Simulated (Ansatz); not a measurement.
**Guessed and relaxed cells of ZnS**

A trial structure of ZnS was built thus: 4-connected net, two elements alternating (P4_12_12, No. 92). The dimensions are guesses.

start.cif

```cif
data_structure
_symmetry_space_group_name_H-M 'P 1'
_symmetry_Int_Tables_number 1
_cell_length_a 6.1172
_cell_length_b 6.1172
_cell_length_c 3.3395
_cell_angle_alpha 90.000
_cell_angle_beta 90.000
_cell_angle_gamma 90.000
_cell_volume 124.96
loop_
_atom_site_label
_atom_site_type_symbol
_atom_site_fract_x
_atom_site_fract_y
_atom_site_fract_z
_atom_site_occupancy
Zn1 Zn 0.66924 0.66924 0.50000 1
Zn2 Zn 0.16924 0.83076 0.25000 1
Zn3 Zn 0.33076 0.33076 0.00000 1
Zn4 Zn 0.83076 0.16924 0.75000 1
S1 S 0.83076 0.83076 0.00000 1
S2 S 0.33076 0.66924 0.75000 1
S3 S 0.16924 0.16924 0.50000 1
S4 S 0.66924 0.33076 0.25000 1
```

Theory: Ansatz 0.2.0, DFT PBE, scalar-relativistic, plane waves, PAW. Cutoff 420 eV, Gaussian smearing, Γ-centred meshes. Cell and atoms relax first on a coarse mesh and then on a converged one. In between, the cell is made exact in the group found at 0.06 Å. The steps can't lower the symmetry of their start. No spin polarisation.

end.cif

```cif
data_structure
_symmetry_space_group_name_H-M 'P 1'
_symmetry_Int_Tables_number 1
_cell_length_a 6.6071
_cell_length_b 6.6071
_cell_length_c 3.6456
_cell_angle_alpha 90.000
_cell_angle_beta 90.000
_cell_angle_gamma 90.000
_cell_volume 159.15
loop_
_atom_site_label
_atom_site_type_symbol
_atom_site_fract_x
_atom_site_fract_y
_atom_site_fract_z
_atom_site_occupancy
Zn1 Zn 0.66904 0.66904 0.50000 1
Zn2 Zn 0.16904 0.83096 0.25000 1
Zn3 Zn 0.33096 0.33096 0.00000 1
Zn4 Zn 0.83096 0.16904 0.75000 1
S1 S 0.83100 0.83100 0.00000 1
S2 S 0.33100 0.66900 0.75000 1
S3 S 0.16900 0.16900 0.50000 1
S4 S 0.66900 0.33100 0.25000 1
```

The symmetry stays P4_12_12 (No. 92). The volume per atom grows by 27.4 %, from 15.6 to 19.9 Å³. The shortest distance goes from 2.18 Å (Zn–S) to 2.37 Å (Zn–S). The energy falls by about 0.31 eV/atom (the start's value is from the coarse mesh).

```json
{
 "Volume per atom": "19.89 Å³",
 "Density": "4.07 g/cm³",
 "Formation energy": "−0.617 eV/atom",
 "Gap on the 4×4×8 mesh of the 8-atom cell": "1.59 eV"
}
```

Energies over the elements count from the elements' standard structures at the same level, with no fitted energy shifts. A negative formation energy is needed for stability but isn't enough: competing phases decide.

The last run used Gaussian smearing of 0.02 eV. Kohn–Sham gaps at this level usually fall short of measured ones. The reference form of S is held partly by dispersion forces, which this level lacks. A structure relaxed within its symmetry needn't be a true minimum. In all, the 3 runs took 3.8 min on 1 thread of Arm Neoverse V1, with other jobs on the host.
